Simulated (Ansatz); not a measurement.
Runs of Ansatz 0.2.0 on PtS2. It takes space group P-3m1 (No. 164, trigonal). Conventional cell: a = 3.543 Å, b = 3.543 Å, c = 5.039 Å, α = 90.00°, β = 90.00°, γ = 120.00°. Pt (site symmetry -3m) has 6 S at 2.34 Å as nearest neighbours. S (site symmetry 3m) is surrounded by 3 Pt at 2.34 Å. 

```csv
task,level,U,k mesh,cutoff (eV),share of exact exchange,points for each segment of the path,hubbard projectors,double counting,gap on the mesh (eV),pressure (GPa),largest force (eV/Å)
single point,r2SCAN0 form with a typed share of exact exchange,-,5 × 5 × 3,500,0,-,-,-,1.48,9.3,1.24
band structure,PBE+U,Pt d U = 1 eV,9 × 9 × 5,420,-,14,ortho-atomic (the default),fll (the default),1.02,11.7,1.28
single point,r2SCAN0 form with a typed share of exact exchange,-,5 × 5 × 3,500,0.35,-,-,-,3.19,(c),0.77
single point,r2SCAN0 form with a typed share of exact exchange,-,5 × 5 × 3,500,0.15,-,-,-,(b),7.1,(a)
band structure,PBE+U,Pt d U = 8 eV,9 × 9 × 5,420,-,14,ortho-atomic (the default),fll (the default),0.81,12.8,1.46
band structure,PBE+U,Pt d U = 3 eV,9 × 9 × 5,420,-,14,ortho-atomic (the default),fll (the default),0.98,12.0,1.34
single point,r2SCAN0 form with a typed share of exact exchange,-,5 × 5 × 3,500,0.1,-,-,-,1.95,7.8,1.10
band structure,PBE+U,Pt d U = 5 eV,9 × 9 × 5,420,-,14,ortho-atomic (the default),fll (the default),0.92,12.3,1.39
```

Alike in all rows: potentials or basis Ansatz PAW; no spin polarisation; cell as given; smearing fermi-dirac 0.05 eV.

Q: Fill in the values left out.

A: (a) 1.03; (b) 2.19; (c) 4.3.

Caveats: spin-orbit coupling is left out, which moves the levels of the heavy elements; forces of over 1 eV/Å show positions far from the minimum, so gaps and moduli don't describe the material at rest (some runs); odd divisions of the mesh miss points on the zone boundary, where band edges often lie, so the gap on the mesh can be too wide (some runs); the PAW data sets come from PBE, with cores solved anew for the run's functional, which leaves a small shift of forces and pressure (some runs); the thresholds are loose for stress (some runs).

A k mesh can miss the band edges, and the runs leave out spin-orbit coupling on Pt.
